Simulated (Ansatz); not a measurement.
NaBr:
```cif
data_Br4Na4
_chemical_formula_sum 'Na4 Br4'
_space_group_name_H-M_alt 'Fm-3m'
_space_group_IT_number 225
_space_group_name_Hall '-F 4 2 3'
_cell_length_a 5.94747
_cell_length_b 5.94747
_cell_length_c 5.94747
_cell_angle_alpha 90.000
_cell_angle_beta 90.000
_cell_angle_gamma 90.000
loop_
_atom_site_label
_atom_site_type_symbol
_atom_site_symmetry_multiplicity
_atom_site_Wyckoff_symbol
_atom_site_fract_x
_atom_site_fract_y
_atom_site_fract_z
_atom_site_occupancy
Na1 Na 4 a 0.00000 0.00000 0.00000 1
Br1 Br 4 b 0.50000 0.50000 0.50000 1
```
(The calculation used a cell of 2 atoms; values per cell refer to that cell.)

Relaxed with r²SCAN.

### Question
Give the optical modes at the zone centre with their infrared and Raman activity from DFPT, plane-wave PAW r²SCAN (Ansatz code).

### Answer
Transverse frequencies, without the LO–TO term; a row sums one degenerate level.

```json
[
 {"ω (cm⁻¹)": "139", "degeneracy": "3", "IR ((D/Å)²/amu)": "4.77", "Raman (Å⁴/amu)": "0", "activity": "IR", "symmetry": "T1u"}
]
```

### Question
How high does the top mode go among those that the LO–TO term moves?

### Answer
208 cm⁻¹ for q along x.

Symmetry was held in the r²SCAN relaxation; phonons on a q-mesh show no instability.

Potentials: the later of the program's two PAW sets.
